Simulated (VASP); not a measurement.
# InP (F-43m) in VASP: notebook, part 2 of 2

VASP 6.6.1. Earlier steps stand in the parts before.

**5. Relaxation of the atoms, LDA (a relaxed cell with its volume scaled by 1.06)**

File INCAR:

```
SYSTEM = InP
  ALGO = Fast
  EDIFF = 1E-7
  EDIFFG = -0.01
  ENCUT = 600
  GGA = CA
  IBRION = 2
  ISIF = 2
  ISMEAR = 0
  LASPH = .True.
  LCHARG = .False.
  LREAL = .False.
  LWAVE = .False.
  NELM = 80
  NSW = 40
  PREC = Accurate
  SIGMA = 0.03
```

File KPOINTS:

```
k-points
0
Gamma
  8 8 8
  0 0 0
```

File POSCAR:

```
InP                                     
1.0
    0.0000000000      2.9714108399      2.9714108399
    2.9714108399      0.0000000000      2.9714108399
    2.9714108399      2.9714108399      0.0000000000
  In              P             
     1     1
Direct
     0.0000000000000000    0.0000000000000000    0.0000000000000000
     0.2500000000000000    0.2500000000000000    0.2500000000000000
```

Potentials or basis: VASP PAW LDA potentials, release 64 (In_d, P).

Command:

```console
$ cat potpaw_LDA.64/In_d/POTCAR potpaw_LDA.64/P/POTCAR > POTCAR
$ mpirun -np 1 vasp_std > vasp.out
```

OUTCAR:

```text
SYSTEM = InP
   EDIFF = 1E-7
   EDIFFG = -0.01
   ENCUT = 600
   GGA = CA
   IBRION = 2
   ISIF = 2
   ISMEAR = 0
   LASPH = .True.
   LREAL = .False.
   NELM = 80
   NSW = 40
   PREC = Accurate

 ion  position               nearest neighbor table
   1  0.000  0.000  0.000-   2 2.57   2 2.57   2 2.57   2 2.57
   2  0.250  0.250  0.250-   1 2.57   1 2.57   1 2.57   1 2.57

  LATTYP: Found a face centered cubic cell.
 ALAT       =     5.9428216798

  Lattice vectors:

 A1 = (   0.0000000000,   2.9714108399,   2.9714108399)
 A2 = (   2.9714108399,   0.0000000000,   2.9714108399)
 A3 = (   2.9714108399,   2.9714108399,   0.0000000000)

Analysis of symmetry for initial positions (statically):
=====================================================================
 Subroutine PRICEL returns:
 Original cell was already a primitive cell.

 Routine SETGRP: Setting up the symmetry group for a
 face centered cubic supercell.

 Subroutine GETGRP returns: Found 24 space group operations
 (whereof 24 operations were pure point group operations)
 out of a pool of 48 trial point group operations.

The static configuration has the point symmetry T_d .

Analysis of symmetry for dynamics (positions and initial velocities):
=====================================================================
 Subroutine PRICEL returns:
 Original cell was already a primitive cell.

 Routine SETGRP: Setting up the symmetry group for a
 face centered cubic supercell.

 Subroutine GETGRP returns: Found 24 space group operations
 (whereof 24 operations were pure point group operations)
 out of a pool of 48 trial point group operations.

The dynamic configuration has the point symmetry T_d .

 Subroutine INISYM returns: Found 24 space group operations
 (whereof 24 operations are pure point group operations),
 and found     1 'primitive' translations

----------------------------------------------------------------------------------------

                                     Primitive cell

  volume of cell :      52.4709

  direct lattice vectors                    reciprocal lattice vectors
     0.000000000  2.971410840  2.971410840    -0.168270235  0.168270235  0.168270235
     2.971410840  0.000000000  2.971410840     0.168270235 -0.168270235  0.168270235
     2.971410840  2.971410840  0.000000000     0.168270235  0.168270235 -0.168270235

  length of vectors
     4.202209509  4.202209509  4.202209509     0.291452596  0.291452596  0.291452596

  position of ions in fractional coordinates (direct lattice)
     0.000000000  0.000000000  0.000000000
     0.250000000  0.250000000  0.250000000

  ion indices of the primitive-cell ions
   primitive index   ion index
                 1           1
                 2           2

----------------------------------------------------------------------------------------

 KPOINTS: k-points

Automatic generation of k-mesh.
 Grid dimensions read from file:
 generate k-points for:    8    8    8

[... 44 lines left out ...]
 [... further k-points ...]
   k-points           NKPTS =     29   k-points in BZ     NKDIM =     29   number of bands    NBANDS=     13
   number of dos      NEDOS =    301   number of ions     NIONS =      2
   total plane-waves  NPLWV =  46656
   dimension x,y,z NGX =    36 NGY =   36 NGZ =   36
   dimension x,y,z NGXF=    72 NGYF=   72 NGZF=   72
   ions per type =               1   1
   NGX,Y,Z   is equivalent  to a cutoff of  14.24, 14.24, 14.24 a.u.
   NGXF,Y,Z  is equivalent  to a cutoff of  28.48, 28.48, 28.48 a.u.
 SYSTEM =  InP
   PREC   = accura    normal or accurate (medium, high low for compatibility)
   ISTART =      0    job   : 0-new  1-cont  2-samecut
   ICHARG =      2    charge: 1-file 2-atom 10-const
   ISPIN  =      1    spin polarized calculation?
   LNONCOLLINEAR =      F non collinear calculations
   LSORBIT =      F    spin-orbit coupling
   LASPH  =      T    aspherical Exc in radial PAW
   ENCUT  =  600.0 eV  44.10 Ry    6.64 a.u.   8.39  8.39  8.39*2*pi/ulx,y,z
   NELM   =     80;   NELMIN=  2; NELMDL= -5     # of ELM steps
   EDIFF  = 0.1E-06   stopping-criterion for ELM
   LREAL  =      F    real-space projection
   EDIFFG = -.1E-01   stopping-criterion for IOM
   NSW    =     40    number of steps for IOM
   IBRION =      2    ionic relax: 0-MD 1-quasi-New 2-CG
   NFREE  =      1    steps in history (QN), initial steepest desc. (CG)
   ISIF   =      2    stress and relaxation
   ISYM   =      2    0-nonsym 1-usesym 2-fastsym
   POTIM  = 0.5000    time-step for ionic-motion
   TEBEG  =    0.0;   TEEND  =   0.0 temperature during run
   PSTRESS=    0.0 pullay stress
   NELECT =      18.0000    total number of electrons
   NUPDOWN=      -1.0000    fix difference up-down
   EMIN   =  10.00;   EMAX   =-10.00  energy-range for DOS
   EFERMI =   0.00;   METHOD = LEGACY
   ISMEAR =     0;   SIGMA  =   0.03  broadening in eV -4-tet -1-fermi 0-gaus
   EFERMI_NEDOS =   21; number of points for ismear=-14 and -15
   IALGO  =     68    algorithm
   IMIX   =      4    mixing-type and parameters
     AMIX     =   0.40;   BMIX     =  1.00
     AMIX_MAG =   1.60;   BMIX_MAG =  1.00
  volume/ion in A,a.u.               =      26.24       177.05
  Fermi-wavevector in a.u.,A,eV,Ry     =   1.146022  2.165668 17.869436  1.313366
  Thomas-Fermi vector in A             =   2.282708
   LORBIT       =      0    0 simple, 1 ext, 2 COOP (PROOUT), +10 PAW based schemes
   GGA     = CA    functional components
   LHFCALC =     F    Hartree Fock is set to
   AEXX    =    0.0000 exact exchange contribution
   IVDW    =     0    specifies the selected vdW correction
   LEPSILON=     F    determine dielectric tensor
   LRPA    =     F    only Hartree local field effects (RPA)
 conjugate gradient relaxation of ions
 non-spin polarized calculation
 RMM-DIIS sequential band-by-band and
 Gauss-broadening in eV      SIGMA  =   0.03
  energy-cutoff  :      600.00
  volume of cell :       52.47
 maximum number of plane-waves:      1807
 NGX is ok and might be reduce to    36
   NGX = 17   NGY = 17   NGZ = 17

 number of electron      17.9999999 magnetization

 Free energy of the ion-electron system (eV)
  ---------------------------------------------------
  ext. energy  EPLUGINS =         0.00000000
  ---------------------------------------------------
  free energy    TOTEN  =        -9.63696323 eV

  energy without entropy =       -9.63696323  energy(sigma->0) =       -9.63696323

 E-fermi :   4.7146     XC(G=0):  -9.4330

 val. band max:        4.5596851272   @ k =   0.0000   0.0000   0.0000
 cond. band min:       4.8447004940   @ k =   0.0000   0.0000   0.0000
 fundamental gap:      0.2850153667
 Fermi energy:         4.7145800096

 k-point     1 :       0.0000    0.0000    0.0000
  band No.  band energies     occupation
      1      -9.5467      2.00000
      2      -9.5467      2.00000
      3      -9.5467      2.00000
      4      -9.4115      2.00000
      5      -9.4115      2.00000
      6      -6.7075      2.00000
      7       4.5597      2.00000
      8       4.5597      2.00000
      9       4.5597      2.00000
     10       4.8447      0.00000
     11       8.5210      0.00000
     12       8.5210      0.00000
     13       8.5210      0.00000
[... 354 lines left out ...]
  band No.  band energies     occupation
      1      -9.6595      2.00000
      2      -9.5043      2.00000
      3      -9.4864      2.00000
      4      -9.4164      2.00000
      5      -9.4002      2.00000
      6      -4.7878      2.00000
      7      -0.9006      2.00000
      8       1.9457      2.00000
      9       2.9956      2.00000
     10       7.4784      0.00000
     11       8.6220      0.00000
     12      10.2343      0.00000
     13      11.5148      0.00000

 [... further k-points ...]

------------------------ aborting loop because EDIFF is reached ----------------------------------------

  FORCE on cell =-STRESS in cart. coord.  units (eV):
  Direction    XX          YY          ZZ          XY          YZ          ZX
  --------------------------------------------------------------------------------------
  -------------------------------------------------------------------------------------
  Total       -1.1686175     -1.1686175     -1.1686175     -0.0000000     -0.0000000      0.0000000
  in kB      -35.6832862    -35.6832862    -35.6832862     -0.0000000     -0.0000000      0.0000000
  external PRESSURE =     -35.6832862 kB  Pullay stress =       0.0000000 kB

 VOLUME and BASIS-vectors are now :
 -----------------------------------------------------------------------------
  energy-cutoff  :      600.00
  volume of cell :       52.47
      direct lattice vectors                 reciprocal lattice vectors
     0.000000000  2.971410840  2.971410840    -0.168270235  0.168270235  0.168270235
     2.971410840  0.000000000  2.971410840     0.168270235 -0.168270235  0.168270235
     2.971410840  2.971410840  0.000000000     0.168270235  0.168270235 -0.168270235

 POSITION                                       TOTAL-FORCE (eV/Angst)
 -----------------------------------------------------------------------------------
      0.00000      0.00000      0.00000         0.000000      0.000000      0.000000
      1.48571      1.48571      1.48571        -0.000000     -0.000000     -0.000000
 -----------------------------------------------------------------------------------
    total drift:                                0.000000      0.000000      0.000000

  FREE ENERGIE OF THE ION-ELECTRON SYSTEM (eV)
  ---------------------------------------------------
  free  energy   TOTEN  =        -9.6369632290 eV

  energy  without entropy=       -9.6369632290  energy(sigma->0) =       -9.63696323

 reached required accuracy - stopping structural energy minimisation
```

Wall time 17 s (1 thread of Intel Xeon 6975P-C (Granite Rapids), shared host); peak memory 0.17 GiB.

Results:

```yaml
Free_energy: -9.6370 eV
Pressure_after_relaxing: -3.6 GPa
Band_gap_on_the_k_mesh: 0.28 eV, direct
```

Final structure:
```
In P
1.0
     0.00000    2.97141    2.97141
     2.97141    0.00000    2.97141
     2.97141    2.97141    0.00000
In P
1 1
Cartesian
  0.0000 0.0000 0.0000
  1.4857 1.4857 1.4857
```

Caveat: the relaxation stopped at its first step, so nothing moved; spin-orbit coupling is left out, which moves the levels of the heavy elements.

**6. The runs side by side**

| cell | gap on the mesh (eV) | pressure (GPa) |
| --- | --- | --- |
| atoms relaxed | 0.60 | 0.0 |
| atoms relaxed from: a relaxed cell with its volume scaled by 1.02 | 0.49 | -1.3 |
| atoms relaxed from: a relaxed cell with its volume scaled by 1.04 | 0.39 | -2.5 |
| atoms relaxed from: a relaxed cell with its volume scaled by 1.06 | 0.28 | -3.6 |

Alike in all rows: task relaxation of the atoms; level LDA; potentials or basis VASP PAW LDA potentials, release 64 (In_d, P); no spin polarisation; k mesh 8 × 8 × 8; cutoff (eV) 600; smearing gaussian 0.03 eV.

Caveats: the relaxation stopped at its first step, so nothing moved; spin-orbit coupling is left out, which moves the levels of the heavy elements.

Absolute energies hang on the potentials; compare differences alone.

**7. Comparison with measurements**

Step 2. A measured gap of InP is 1.4236 eV (direct; 1.6 K; a printed reference work, data compilation); the calculated 0.60 eV misses it by -0.82 eV. Spin-orbit coupling on In is left out. The value is that of LDA, without temperature or zero-point motion. Semilocal functionals fall short of measured gaps as a rule.
